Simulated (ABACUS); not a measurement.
# Ti (Fm-3m) in ABACUS: further runs

One crystal, Ti, is run at these levels: PBE; tasks: equation of state.

Program: ABACUS 3.10.1. These are calculated values, not measurements. Logs are shortened: lines on timing, memory, paths and dates and some standing lists are left out, and cuts for length are marked.

### 1 The crystal as given

Symmetry: Fm-3m, No. 225, cubic system. Conventional cell: a = 4.060 Å, b = 4.060 Å, c = 4.060 Å, α = 90.00°, β = 90.00°, γ = 90.00°. Ti (site symmetry m-3m) has 12 Ti at 2.87 Å as nearest neighbours.

This isn't the form of Ti at room conditions, which is hcp.

### 2 Equation of state, PBE, 15.73 Å³/atom (volume scaled by 0.94)

INPUT

```
INPUT_PARAMETERS
suffix              Ti
calculation         scf
basis_type          lcao
pseudo_dir          ./
orbital_dir         ./
symmetry            1
dft_functional      pbe
ecutwfc             100
pseudo_rcut         10
nspin               1
nbands              10
ks_solver           genelpa
smearing_method     fd
smearing_sigma      0.00367493
scf_thr             1e-07
scf_nmax            100
mixing_type         broyden
mixing_beta         0.7
cal_force           1
cal_stress          1
out_mul             1
```

STRU

```
ATOMIC_SPECIES
Ti 47.8670 Ti.upf

NUMERICAL_ORBITAL
Ti_confined-atom_7au_3s2p2d1f.orb

LATTICE_CONSTANT
1.8897261246

LATTICE_VECTORS
0.0000000000 1.9885598007 1.9885598007
1.9885598007 0.0000000000 1.9885598007
1.9885598007 1.9885598007 0.0000000000

ATOMIC_POSITIONS
Direct

Ti
0.0
1
0.0000000000 0.0000000000 0.0000000000 1 1 1
```

KPT

```
K_POINTS
0
Gamma
11 11 11 0 0 0
```

Potentials or basis: PseudoDojo NC SR 0.4.1 PBE standard, DZP LCAO (the cutoffs set its grid).

On the command line:

```
$ OMP_NUM_THREADS=1 mpirun -np 4 abacus > log
```

running log:

```text
ABACUS v3.10.1

               Atomic-orbital Based Ab-initio Computation at UStc

 ------------------------------------------------------------------------------------

 READING GENERAL INFORMATION
                           global_out_dir = OUT.Ti/
                           global_in_card = INPUT
                               pseudo_dir = ./
                              orbital_dir = ./
                                    DSIZE = 4
                                    GSIZE = 1

 READING UNITCELL INFORMATION
                                    ntype = 1
                  lattice constant (Bohr) = 1.88973
              lattice constant (Angstrom) = 1

 READING ATOM TYPE 1
                               atom label = Ti
                      L=0, number of zeta = 3
                      L=1, number of zeta = 2
                      L=2, number of zeta = 2
                      L=3, number of zeta = 1
             number of atom for this type = 1

                        TOTAL ATOM NUMBER = 1
DIRECT COORDINATES
    atom                   x                   y                   z     mag                  vx                  vy                  vz
taud_Ti1            0.0000000000        0.0000000000        0.0000000000  0.0000        0.0000000000        0.0000000000        0.0000000000

                          Volume (Bohr^3) = 106.131
                             Volume (A^3) = 15.727

 Lattice vectors: (Cartesian coordinate: in unit of a_0)
                   +0            +1.98856            +1.98856
             +1.98856                  +0            +1.98856
             +1.98856            +1.98856                  +0
 Reciprocal vectors: (Cartesian coordinate: in unit of 2 pi/a_0)
            -0.251438           +0.251438           +0.251438
            +0.251438           -0.251438           +0.251438
            +0.251438           +0.251438           -0.251438
 The esolver type has been set to : ksdft_lcao

                PAO radial cut off (Bohr) = 10

 Read in pseudopotential file is Ti.upf
                     pseudopotential type = NC
          exchange-correlation functional = PBE
                 nonlocal core correction = 1
                        valence electrons = 12
                                     lmax = 2
                           number of zeta = 4
                     number of projectors = 6
                           L of projector = 0
                           L of projector = 0
                           L of projector = 1
                           L of projector = 1
                           L of projector = 2
                           L of projector = 2
     initial pseudo atomic orbital number = 10

 SETUP THE ELECTRONS NUMBER
            electron number of element Ti = 12
      total electron number of element Ti = 12
            AUTOSET number of electrons:  = 12
                           occupied bands = 6
                                   NLOCAL = 26
                                   NBANDS = 10
                                   NBANDS = 10
                                   NLOCAL = 26

%%%%%%%%%%%%%%%%%%%%%%%%%%%%%%%%%%%%%%%%%%%%%%%%%%%%%%%%%%%%%%%%%%%%%%%%%%%%%%%%%%%%%%%%%%%%%%%%%%%%%%%%%%
 Warning: the number of valence electrons in pseudopotential > 4 for Ti: [Ar] 3d2 4s2
 Pseudopotentials with additional electrons can yield (more) accurate outcomes, but may be less efficient.
 If you're confident that your chosen pseudopotential is appropriate, you can safely ignore this warning.
%%%%%%%%%%%%%%%%%%%%%%%%%%%%%%%%%%%%%%%%%%%%%%%%%%%%%%%%%%%%%%%%%%%%%%%%%%%%%%%%%%%%%%%%%%%%%%%%%%%%%%%%%%

 SETUP THE PLANE WAVE BASIS
 energy cutoff for charge/potential (unit:Ry) = 400
            fft grid for charge/potential = [ 36, 36, 36 ]
                        fft grid division = [ 3, 3, 3 ]
        big fft grid for charge/potential = [ 12, 12, 12 ]
                                     nbxx = 432
                                     nrxx = 11664

 SETUP PLANE WAVES FOR CHARGE/POTENTIAL
                    number of plane waves = 14331
                         number of sticks = 769

 PARALLEL PW FOR CHARGE/POTENTIAL
     PROC   COLUMNS(POT)             PW
        1            192           3582
        2            193           3585
        3            192           3581
        4            192           3583
 --------------- sum -------------------
        4            769          14331
                            number of |g| = 192
                                  max |g| = 36.0993
                                  min |g| = 0.189664

----------- Double Check Mixing Parameters Begin ------------
mixing_type: broyden
mixing_beta: 0.7
mixing_gg0: 1
mixing_gg0_min: 0.1
mixing_ndim: 8
----------- Double Check Mixing Parameters End ------------

 LATTICE VECTORS: (CARTESIAN COORDINATE: IN UNIT OF A0)
                   +0            +1.98856            +1.98856
             +1.98856                  +0            +1.98856
             +1.98856            +1.98856                  +0
                       right hand lattice = 1
                                   NORM_A = 2.81225
                                   NORM_B = 2.81225
                                   NORM_C = 2.81225
                           ALPHA (DEGREE) = 60
                           BETA  (DEGREE) = 60
                           GAMMA (DEGREE) = 60

 The lattice vectors have been changed (STRU_SIMPLE.cif)

(for optimal symmetric configuration:)
                             BRAVAIS TYPE = 3
                     BRAVAIS LATTICE NAME = 03. Cubic F (face-centered)
                                    ibrav = 3
                                    IBRAV = 3
                                  BRAVAIS = FACE CENTERED CUBIC
                       LATTICE CONSTANT A = 3.97712
Original cell was already a primitive cell.
                        ROTATION MATRICES = 48
              PURE POINT GROUP OPERATIONS = 48
                   SPACE GROUP OPERATIONS = 48
                              POINT GROUP = O_h
               POINT GROUP IN SPACE GROUP = O_h

 SETUP K-POINTS
                                    nspin = 1
                   Input type of k points = Monkhorst-Pack(Gamma)
                                   nkstot = 1331
                       right hand lattice = 1
(for reciprocal lattice: )
                             BRAVAIS TYPE = 2
                     BRAVAIS LATTICE NAME = 02. Cubic I (body-centered)
                                    ibrav = 2
                       right hand lattice = 1
(for k-lattice: )
                             BRAVAIS TYPE = 2
                     BRAVAIS LATTICE NAME = 02. Cubic I (body-centered)
                                    ibrav = 2
                       right hand lattice = 1
                        ROTATION MATRICES = 48
                               nkstot_ibz = 56
K-POINTS REDUCTION ACCORDING TO SYMMETRY
     IBZ    DIRECT_X    DIRECT_Y    DIRECT_Z  WEIGHT  ibz2bz
       1  0.00000000  0.00000000  0.00000000  0.0008       0
       2  0.09090909  0.09090909  0.09090909  0.0060       1
       3  0.18181818  0.18181818  0.18181818  0.0060       2
       4  0.27272727  0.27272727  0.27272727  0.0060       3
       5  0.36363636  0.36363636  0.36363636  0.0060       4
       6  0.45454545  0.45454545  0.45454545  0.0060       5
[... 22 lines left out ...]
      29 -0.36363636  0.36363636  0.36363636  0.0180      40
      30 -0.45454545  0.27272727  0.27272727  0.0090      41
[... 26 further k points ...]

                               nkstot now = 56
[... K-POINTS DIRECT COORDINATES: 56 rows ...]

           k-point number in this process = 56
       minimum distributed K point number = 56
[... stars of the k points ...]

[... K-POINTS CARTESIAN COORDINATES: 56 rows ...]

[... K-POINTS DIRECT COORDINATES: 56 rows ...]

 SETUP PLANE WAVES FOR WAVE FUNCTIONS
     energy cutoff for wavefunc (unit:Ry) = 100
              fft grid for wave functions = [ 36, 36, 36 ]
                    number of plane waves = 2637
                         number of sticks = 253

 PARALLEL PW FOR WAVE FUNCTIONS
     PROC   COLUMNS(POT)             PW
        1             63            659
        2             63            659
        3             63            659
        4             64            660
 --------------- sum -------------------
        4            253           2637

 SET NONLOCAL PSEUDOPOTENTIAL PROJECTORS
 max number of nonlocal projetors among all species is 6

 -------------------------------------------
 SELF-CONSISTENT
 -------------------------------------------

 SETUP SEARCHING RADIUS FOR PROGRAM TO SEARCH ADJACENT ATOMS
                  longest orb rcut (Bohr) = 7
   longest nonlocal projector rcut (Bohr) = 1.7
                     search radius (Bohr) = 17.4
              searching radius is (Bohr)) = 17.4
         searching radius unit is (Bohr)) = 1.89
                         PeriodicBoundary = 1
                        Radius(unit:lat0) = 9.21
                                   glayer = [ 6, 6, 6 ]
                             glayer_minus = [ 5, 5, 5 ]

Find the coordinate range of the input atom(unit:lat0).
                                  min_tau = [ -19.9, -19.9, -19.9 ]
                                  max_tau = [ 19.9, 19.9, 19.9 ]
                                BoxNumber = [ 11, 11, 11 ]

 SETUP EXTENDED REAL SPACE GRID FOR GRID INTEGRATION
                          real space grid = [ 36, 36, 36 ]
                 big cell numbers in grid = [ 12, 12, 12 ]
             meshcell numbers in big cell = [ 3, 3, 3 ]
                        extended fft grid = [ 20, 20, 20 ]
                dimension of extened grid = [ 53, 53, 53 ]
                            UnitCellTotal = 125
              Atom number in sub-FFT-grid = 1
    Local orbitals number in sub-FFT-grid = 26
                                ParaV.nnr = 15717
                                 init_chg = atomic

 LCAO ALGORITHM --------------- ION=   1  ELEC=   1--------------------------------

 Density error is 0.0436436288053
----------------------------------------------------------
     Energy           Rydberg                 eV
----------------------------------------------------------
 E_KohnSham     -118.6908247877      -1614.8715174324
 E_Harris       -119.9721238378      -1632.3044853553
 E_Fermi        1.1303852320         15.3796800908
----------------------------------------------------------
[... 56 lines left out ...]
 LCAO ALGORITHM --------------- ION=   1  ELEC=   7--------------------------------

 Density error is 1.12146583722e-08
----------------------------------------------------------
     Energy           Rydberg                 eV
----------------------------------------------------------
 E_KohnSham     -118.6993033413      -1614.9868740717
 E_KS(sigma->0) -118.6989880092      -1614.9825837589
 E_Harris       -118.6993036061      -1614.9868776743
 E_band         -9.9684283094        -135.6274251121
 E_one_elec     -36.2616548631       -493.3651250478
 E_Hartree      22.9486841710        312.2328663283
 E_xc           -17.5398520774       -238.6419303296
 E_Ewald        -87.8458499077       -1195.2041043970
 E_entropy(-TS) -0.0006306641        -0.0085806255
 E_descf        0.0000000000         0.0000000000
 E_exx          0.0000000000         0.0000000000
 E_Fermi        1.0996394659         14.9613624821
----------------------------------------------------------

 charge density convergence is achieved
 final etot is -1614.9868741 eV
 EFERMI = 14.961362482 eV

 STATE ENERGY(eV) AND OCCUPATIONS    NSPIN == 1
 1/56 kpoint (Cartesian) = 0.0000 0.0000 0.0000 (449 pws)
       1       -41.5316     0.00150263
       2       -17.2799     0.00150263
       3       -17.2799     0.00150263
       4       -17.2799     0.00150263
       5        8.68880     0.00150263
       6        15.9207    6.98736e-12
       7        15.9207    6.98736e-12
       8        15.9207    6.98736e-12
       9        17.7844    4.53353e-28
      10        17.7844    4.53353e-28
[... 49 lines left out ...]
 6/56 kpoint (Cartesian) = 0.11429 0.11429 0.11429 (451 pws)
       1       -41.3505      0.0120210
       2       -18.1879      0.0120210
       3       -17.3936      0.0120210
       4       -17.3936      0.0120210
       5        12.1232      0.0120210
       6        15.7313    2.46974e-09
       7        15.7940    7.04735e-10
       8        15.7940    7.04735e-10
       9        18.9607    2.19657e-37
      10        18.9607    2.19657e-37

[... levels at 50 further k points ...]

 correction force for each atom along direction 1 is 5.83785e-14
 correction force for each atom along direction 2 is 7.80374e-14
 correction force for each atom along direction 3 is 1.47711e-13
------------------------------------------------------------------------------------------
 TOTAL-FORCE (eV/Angstrom)
------------------------------------------------------------------------------------------
                       Ti1         0.0000000000         0.0000000000         0.0000000000
------------------------------------------------------------------------------------------

----------------------------------------------------------------
 TOTAL-STRESS (KBAR)
----------------------------------------------------------------
       134.8239278775         0.0000000000         0.0000000000
         0.0000000000       134.8239278775        -0.0000000000
        -0.0000000000         0.0000000000       134.8239278775
----------------------------------------------------------------
 TOTAL-PRESSURE: 134.823928 KBAR

 --------------------------------------------
 !FINAL_ETOT_IS -1614.9868740716510729 eV
 --------------------------------------------
```

It took 2.3 s on 4 MPI ranks of AMD EPYC 9B45 (Zen 5), shared host; peak memory 0.36 GiB.

What came out:

| Item | Value |
| --- | --- |
| Free energy | -1614.9869 eV |
| Pressure | 13.5 GPa |
| Band gap on the k mesh | none (metal or under the smearing width) |

Caveat: the atomic orbitals were generated for these runs and aren't a published set; the basis of atomic orbitals isn't converged, which shifts pressures, moduli and gaps.

### 3 Equation of state, PBE, 16.06 Å³/atom (volume scaled by 0.96)

INPUT is that of step 2.

STRU

```
ATOMIC_SPECIES
Ti 47.8670 Ti.upf

NUMERICAL_ORBITAL
Ti_confined-atom_7au_3s2p2d1f.orb

LATTICE_CONSTANT
1.8897261246

LATTICE_VECTORS
0.0000000000 2.0025642044 2.0025642044
2.0025642044 0.0000000000 2.0025642044
2.0025642044 2.0025642044 0.0000000000

ATOMIC_POSITIONS
Direct

Ti
0.0
1
0.0000000000 0.0000000000 0.0000000000 1 1 1
```

KPT is that of step 2.

Potentials or basis: PseudoDojo NC SR 0.4.1 PBE standard, DZP LCAO (the cutoffs set its grid).

On the command line:

```
$ OMP_NUM_THREADS=1 mpirun -np 4 abacus > log
```

Wall time 2.3 s (4 MPI ranks of AMD EPYC 9B45 (Zen 5), shared host); peak memory 0.36 GiB.

It converged, with:

| Quantity | Value |
| --- | --- |
| Free energy | -1615.0117 eV |
| Pressure | 10.3 GPa |
| Band gap on the k mesh | none (metal or under the smearing width) |

Caveat: the atomic orbitals were generated for these runs and aren't a published set; the basis of atomic orbitals isn't converged, which shifts pressures, moduli and gaps.

(Continued in part 2 of 2.)
